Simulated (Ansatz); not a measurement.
# Sn (I4/mmm), a film clamped to a substrate

The calculation used DFT PBEsol, scalar-relativistic, plane waves, PAW in Ansatz 0.2.0. Settings: plane waves to 420 eV, k-mesh 26×26×26 (Γ-centred), Gaussian smearing 0.15 eV. No spin polarisation. Energies are free energies at this smearing, counted from the undisturbed cell; pressure is positive in compression.

Zero of the scan (relaxed at this level; this form isn't the usual structure):

```yaml
crystal:
  lattice:
    - [-1.61733, 1.61733, 2.53388]
    - [1.61733, -1.61733, 2.53388]
    - [1.61733, 1.61733, -2.53388]
  atoms:
    - { symbol: Sn, position: [0.00000, 0.00000, 0.00000] }
```

The cell (1 atom, V0 = 26.51 Å³) is strained by p along both x and y and by q along z, fractional coordinates fixed. τp = (1/V0) ∂E/∂p = (σxx + σyy)(1 + p)(1 + q) and τq = (1/V0) ∂E/∂q = σzz(1 + p)², with tension positive.

| p | q | ΔE (meV/atom) | τp (GPa) | τq (GPa) |
| --- | --- | --- | --- | --- |
| 0.000 | 0.000 | 0.00 | -0.30 | 0.43 |
| -0.025 | 0.000 | 14.67 | -7.02 | -2.09 |
| 0.025 | 0.000 | 9.91 | 4.83 | 2.79 |
| 0.000 | -0.025 | 1.67 | -2.97 | -1.23 |
| 0.000 | 0.025 | 5.26 | 1.94 | 2.02 |

Problem. Get the second derivatives of the energy density.

Solution. Central differences give A = ∂τp/∂p = 237 GPa (C11 + C22 + 2 C12), C = ∂τq/∂q = 65 GPa (C33) and the cross term B = ∂τq/∂p = 98 GPa (C13 + C23); ∂τp/∂q = 98 GPa must equal B, and any difference shows higher-order terms. The ions are clamped.

Problem. A film of this crystal grows with z along the normal on a substrate that imposes p. How does its thickness respond, and what does the misfit cost?

Solution. Count p and q from the stress-free cell. A free surface needs τq = 0, so q = −(B/C) p = -1.50 p. The energy density left is (A − B²/C) p²/2 = M p², with the biaxial modulus M = 45 GPa; a misfit of 1 % costs 0.74 meV/atom, against 1.96 meV/atom if the thickness were held.

In a metal these slopes depend on the k mesh and the smearing.

Letting the thickness relax lowers the cost of a 1 % misfit from 1.96 to 0.74 meV/atom, because the film can trade in-plane strain for an opposite strain along z. With q = -1.50 p the volume change is largely, though not fully, cancelled. This is typical of a metal with weakly directional bonding: the electron gas and ion cores resist compression, while a change of axial ratio at nearly constant volume, along the Bain path, costs little.

The same softness makes the axial ratio sensitive to small stresses. The reference cell is still under tension along z and slight compression in the plane, so the stress-free cell should be shorter and wider. This also explains why shortening z costs less energy than lengthening it, the reverse of the usual anharmonic asymmetry seen for p.

The curvatures are positive for coupled in-plane and normal strain, so the lattice resists these distortions, but shears that break the tetragonal symmetry could still destabilise the film.
